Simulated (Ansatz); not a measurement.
## Compressing AgBr: a fit and a missing row

AgBr, Fm-3m, a = 5.843 Å. Ansatz: PBE, PAW, 420 eV, Γ-centred 8×8×8 mesh on 2 atoms, Gaussian smearing 0.02 eV; no spin polarisation. Symmetry fixes shape and atoms, so the cell is only scaled; pressure is positive in compression.

| V (Å³/atom) | P (GPa) |
| --- | --- |
| 21.947 | ? |
| 22.695 | 4.63 |
| 23.443 | 2.77 |
| 24.191 | 1.22 |
| 24.940 | -0.05 |
| 25.688 | -1.10 |
| 26.436 | -1.96 |
| 27.434 | -2.89 |

**Question.** Take V0 = 24.940 Å³/atom, count pressures from its P0 = -0.05 GPa, fit the third-order Birch–Murnaghan form to the other rows, and predict the missing pressure.

**Answer.** With the Eulerian strain f = ½[(V0/V)^(2/3) − 1] and y = (P − P0)/[3f(1 + 2f)^(5/2)], the form is the line y = B0 + 1.5 B0 (B0′ − 4) f. Rows (f, y): 0.03245, 41.1; 0.02107, 40.2; 0.01027, 39.2; -0.00975, 37.7; -0.01905, 36.8; -0.03078, 36.1. Means f = 0.0007017, y = 38.517; Σ(Δf)² = 0.003005, ΣΔfΔy = 0.2414; the slope is their ratio. y = 38.46 + 80.33 f GPa, so B0 = 38.5 GPa and B0′ = 4 + 2 × (80.33)/(3 × 38.46) = 5.39. At V = 21.947, f = 0.04448, y = 42.03 and P = 6.89 GPa. The run gave 6.89 GPa, the same to the digits shown.